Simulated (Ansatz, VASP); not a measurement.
One calculation of BeS, two programs

```
Be S
1.0
     0.00000    2.36128    2.36128
     2.36128    0.00000    2.36128
     2.36128    2.36128    0.00000
Be S
1 1
Direct
  0.00000 0.00000 0.00000
  0.25000 0.25000 0.25000
```

Change from the starting cell: hydrostatic strain -3.0%.

Alike in both runs: task single point; functional PBE; k mesh 10 × 10 × 10; occupations fermi-dirac, width 0.02 eV; no spin polarisation.

|  | VASP | Ansatz |
| --- | --- | --- |
| version | VASP 6.6.1 | Ansatz 0.2.0 |
| potentials or method | VASP PAW PBE potentials, release 64 (Be, S) | plane waves, PAW |
| plane-wave cutoff (eV) | 520 | 420 |
| valence electrons in the cell | 8 | 8 |

|  | VASP | Ansatz | Ansatz less VASP |
| --- | --- | --- | --- |
| gap on the k mesh at the Fermi level (eV) | 2.92 | 2.92 | -0.001 |
| pressure (GPa) | 10.7 | 10.7 | 0.00 |

A k mesh can miss the band edges.
